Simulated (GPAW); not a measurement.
Crystal: CaO.

```
Ca O
1.0
     0.00000    2.40356    2.40356
     2.40356    0.00000    2.40356
     2.40356    2.40356    0.00000
Ca O
1 1
Direct
  0.00000 0.00000 0.00000
  0.50000 0.50000 0.50000
```

The cell is a database's computed one.

Base run:

* Program: GPAW 26.7.0
* Functional: RPBE
* Potentials or basis: the program's PAW data sets (release 1.2.1) made for this functional
* Cutoff: 800 eV
* Basis: pw
* k mesh: 10 × 10 × 10
* Occupations: fermi-dirac, width 0.05 eV
* Spin: no spin polarisation

Its results: band gap on the k mesh 3.80 eV, indirect (least direct gap 4.17 eV); pressure 5.9 GPa.

Q: After a change of settings the same cell gave: band gap on the k mesh 3.78 eV, indirect (least direct gap 4.15 eV); pressure 4.8 GPa. Which change was it?
A. functional from RPBE to r2SCAN; potentials or basis from the program's PAW data sets (release 1.2.1) made for this functional to GPAW PAW data sets (gpaw-data 1.2.1)
B. functional from RPBE to LDA; k mesh from 10 × 10 × 10 to 8 × 8 × 8
C. functional from RPBE to LDA; band points from 80 to 60
D. functional from RPBE to BLYP; potentials or basis from the program's PAW data sets (release 1.2.1) made for this functional to PAW data sets generated in the run's folder for this functional

A: D.

Not every run made on this cell is shown here.
